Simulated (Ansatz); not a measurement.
# SiO2: relaxing cell and atoms

The start is SiO2, a database structure at a slightly changed volume. Where does it settle when we relax cell and atoms, and what is it like there?

The COD cell was measured well above room temperature, so it is larger than a cold one.

Computed, not measured: Ansatz 0.2.0, DFT, r2SCAN, no spin polarisation, plane waves, PAW.

## (1) Geometry

The structure is hexagonal, space group P6_222 (No. 180). Conventional cell: a = 5.066 Å, b = 5.066 Å, c = 5.533 Å, α = 90.00°, β = 90.00°, γ = 120.00°. Around Si (site symmetry 222) lie 4 O at 1.61 Å. O (site symmetry 2) has 2 Si at 1.61 Å as nearest neighbours.

As a file:

```
CELL_PARAMETERS angstrom
5.06574 0.00000 0.00000
-2.53287 4.38706 0.00000
0.00000 0.00000 5.53290
ATOMIC_POSITIONS crystal
Si 0.50000 0.00000 0.00000
Si 0.50000 0.50000 0.33333
Si 0.00000 0.50000 0.66667
O 0.41570 0.20785 0.16667
O 0.20785 0.41570 0.50000
O 0.79215 0.20785 0.83333
O 0.58430 0.79215 0.16667
O 0.79215 0.58430 0.50000
O 0.20785 0.79215 0.83333
```

The first density is read from a saved solution for the starting cell.

## (2) The relaxation

input.yaml

```yaml
crystal:
  lattice:
    - [5.06574226, 0.0, 0.0]
    - [-2.53287113, 4.38706581, 0.0]
    - [0.0, 0.0, 5.53290005]
  atoms:
    - { symbol: Si, position: [0.5, 0.0, 0.0] }
    - { symbol: Si, position: [0.5, 0.5, 0.33333] }
    - { symbol: Si, position: [0.0, 0.5, 0.66667] }
    - { symbol: O, position: [0.4157, 0.20785, 0.16667] }
    - { symbol: O, position: [0.20785, 0.4157, 0.5] }
    - { symbol: O, position: [0.79215, 0.20785, 0.83334] }
    - { symbol: O, position: [0.5843, 0.79215, 0.16667] }
    - { symbol: O, position: [0.79215, 0.5843, 0.5] }
    - { symbol: O, position: [0.20785, 0.79215, 0.83334] }
  symmetry: { tolerance: 0.0003 }
kpoints:
  mp_grid: { grid: [6, 6, 5], shift: [0, 0, 0] }
magnetization:
  spin_polarized: false
scf:
  occupations: { method: fermi_dirac }
  lower_state_search: "off"
hamiltonian:
  pseudopotentials: { kind: paw }
  xc: r2scan
basis:
  ecutwfc: 500
  fft_grid_basis: typed
relax:
  max_steps: 40
  cell: { p_target: 0.0 }
  f_tol: 0.03
output:
  forces: true
  stress: true
  eigenvalues: true
  bader: true
  populations: true
  elf: true
  write_potential: true
  volumetric_format: npy
  dos:
    e_range: [-12, 8]
    de: 0.05
    projected: { site_lists: { O: [O], Si: [Si] } }
  write_density: true
checkpoint:
  read: saved_state
```

Run with:

```
ansatz run input.yaml --threads 2 --pin off --max-ram 3584MiB --backend cpu --events-out ev --progress --plain --runs-dir out
```

Before running it: what results should come out? Wanted: moves; energy gained; largest move; cell; volume; pressure at the end; gap; least direct gap; Bader charges.

As calculated:

```
                                      quantity                                                                       value
                                         moves                                                                           3
                                 energy gained                                                                0.1 meV/atom
                                  largest move                                                                      0.00 Å
          space group (0.01 Å), before / after                                                             P6_222 / P6_222
                                          cell  a = 5.058 Å, b = 5.058 Å, c = 5.542 Å, α = 90.00°, β = 90.00°, γ = 120.00°
                                        volume                                                      13.64 Å³/atom (-0.1 %)
                           pressure at the end                                                                    0.01 GPa
formation energy (elements from separate runs)                                                               -3.01 eV/atom
                                    gap (mesh)                                                           6.29 eV, indirect
                              least direct gap                                                                     6.49 eV
                                 Bader charges                                                         Si +3.37, O -1.69 e
```

In words: The volume shrank by 0.1 %, and the atoms end where they began within the cell. With 12 symmetry operations imposed, the end may be a saddle point towards distortions that break them. The levels show a gap of 6.29 eV, with the least direct gap at 6.49 eV. A semilocal functional usually gives too small a gap. By Bader's partition Si gives up most (+3.37 e) and O takes most (-1.69 e). Set against separate runs on the elements (Si diamond, O2 molecule), it forms at -3.01 eV per atom, which says nothing yet of rival compounds.
